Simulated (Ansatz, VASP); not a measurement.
This is a calculation of CsSnI3 for VASP 6.6.1.

File INCAR:

```
PREC = Accurate
ENCUT = 520
EDIFF = 1E-6
ISMEAR = -1
SIGMA = 0.05
LREAL = F
LASPH = T
NELM = 60
ALGO = Normal
ISIF = 2
LWAVE = F
LCHARG = F
GGA = PE
NBANDS = 30
```

The input KPOINTS:

```
Automatic mesh
0
Gamma
  4 4 4
```

The input POSCAR:

```
CsSnI3
1.0
    6.2057000000     -0.0310285000      0.0000000000
   -0.0310285000      6.2057000000      0.0000000000
    0.0000000000      0.0000000000      6.2057000000
Cs I Sn
1 3 1
Direct
    0.0000000000      0.0000000000      0.0000000000
    0.5000000000      0.5000000000      0.0000000000
    0.5000000000      0.0000000000      0.5000000000
    0.0000000000      0.5000000000      0.5000000000
    0.5000000000      0.5000000000      0.5000000000
```

Potentials or basis: VASP PAW PBE potentials, release 64 (Cs_sv, I, Sn_d).

The run is started by

```bash
$ cat potpaw_PBE.64/Cs_sv/POTCAR potpaw_PBE.64/I/POTCAR potpaw_PBE.64/Sn_d/POTCAR > POTCAR
$ mpirun -np 1 vasp_std > vasp.out
```

Problem. Translate it to Ansatz 0.2.0. Potentials there: Ansatz PAW.

Solution. As run (the cutoff follows the program's own potentials):

input.yaml

```yaml
crystal:
  lattice:
    - [6.2057, -0.0310285, 0.0]
    - [-0.0310285, 6.2057, 0.0]
    - [0.0, 0.0, 6.2057]
  atoms:
    - { symbol: Cs, position: [0.0, 0.0, 0.0] }
    - { symbol: I, position: [0.5, 0.5, 0.0] }
    - { symbol: I, position: [0.5, 0.0, 0.5] }
    - { symbol: I, position: [0.0, 0.5, 0.5] }
    - { symbol: Sn, position: [0.5, 0.5, 0.5] }
hamiltonian:
  xc: pbe
  pseudopotentials: { kind: paw }
kpoints:
  mp_grid: { grid: [4, 4, 4] }
scf:
  occupations: { method: fermi_dirac, width: 0.05 }
output:
  forces: true
  stress: true
  eigenvalues: true
```

Potentials or basis: Ansatz PAW.

Command:

```console
$ ansatz run input.yaml --threads 2 --pin off --max-ram 5632MiB --backend cpu --events-out ev --progress --plain --runs-dir out
```

Both were run:

|  | VASP | Ansatz | Ansatz less VASP |
| --- | --- | --- | --- |
| gap on the k mesh at the Fermi level (eV) | 0.29 | 0.30 | +0.006 |
| least direct gap on the mesh (eV) | 0.29 | 0.30 | +0.006 |
| pressure (GPa) | 0.8 | 0.8 | 0.00 |

The two sets of potentials don't hold the same shells in valence.

Caveats: spin-orbit coupling is left out, which moves the levels of the heavy elements. A k mesh can miss the band edges.
